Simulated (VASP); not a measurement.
**ZrS2: relaxation of cell and atoms with PBE+D3(BJ)**

ZrS2, a sheet with vacuum:

```xyz
3
Lattice="3.6700 0.0000 0.0000 -1.8350 3.1783 0.0000 0.0000 0.0000 18.9000" Properties=species:S:1:pos:R:3 pbc="T T T"
S     0.0000    2.1189    8.0000
S     1.8350    1.0594   10.9000
Zr    0.0000    0.0000    9.4500
```

The cell was built by a generator and needn't be a form met in nature.

| Quantity | Value |
| --- | --- |
| Program | VASP 6.6.1 |
| Task | relaxation of cell and atoms |
| Functional | PBE |
| Dispersion | D3(BJ) |
| Potentials or basis | VASP PAW PBE potentials, release 64 (S, Zr_sv) |
| Cutoff | 600 eV |
| k mesh | 12 × 12 × 1 |
| Occupations | gaussian, width 0.03 eV |
| Spin | no spin polarisation |
| Dipole correction | no |
| Further INCAR settings | ALGO = Fast; EDIFF = 1e-06; IBRION = 2; EDIFFG = -0.005; NSW = 40; ISIF = 3 |

```json
{
  "Relaxed volume": "72.56 Å³/atom",
  "Relaxed cell": "a = 3.647 Å, b = 3.647 Å, c = 18.900 Å, α = 90.00°, β = 90.00°, γ = 120.00°",
  "Space group after relaxing (to 0.05 Å)": "P-3m1 (No. 164)",
  "Energy gained by relaxing": "0.9 meV/atom",
  "Ionic steps": "6",
  "Largest force after relaxing": "0.003 eV/Å",
  "Band gap on the k mesh": "1.09 eV, indirect (least direct gap 1.69 eV)",
  "Dispersion energy per atom": "-0.246 eV"
}
```

Forces on the atoms (eV/Å):
```
S    0.000  0.000  0.003
S    0.000  0.000 -0.003
Zr   0.000  0.000  0.000
```

The path:
```
step  energy change (eV)  largest force (eV/Å)  pressure (GPa)  volume (Å³)
   1              0.0000                0.0069           -0.22       220.46
   2             -0.0011                0.1315            0.22       217.44
   3             -0.0018                0.0757            0.05       218.58
   4             -0.0023                0.0505            0.03       218.29
   5             -0.0026                0.0158            0.00       217.88
   6             -0.0026                0.0034           -0.01       217.68
```

Final structure:
```yaml
crystal:
  lattice:
    - [3.64681, 0.00000, 0.00000]
    - [-1.82340, 3.15823, 0.00000]
    - [0.00000, 0.00000, 18.90000]
  atoms:
    - { symbol: S, position: [0.33333, 0.66667, 0.42273] }
    - { symbol: S, position: [0.66667, 0.33333, 0.57727] }
    - { symbol: Zr, position: [0.00000, 0.00000, 0.50000] }
```

Levels at points of the mesh, in eV from the valence-band top:
| k point | band 10 | band 11 | band 12 | band 13 | band 14 | band 15 |
| --- | --- | --- | --- | --- | --- | --- |
| (0.00, 0.00, 0.00) | -0.89 | 0.00 | 0.00 | 1.69 | 1.69 | 2.56 |
| (0.50, 0.00, 0.00) | -2.30 | -1.19 | -0.92 | 1.09 | 3.45 | 3.78 |

It took 2.4 min on 4 MPI ranks on Intel(R) Xeon(R) Platinum 8559C (Emerald Rapids), with other jobs on the host, peak memory 0.44 GiB a rank.
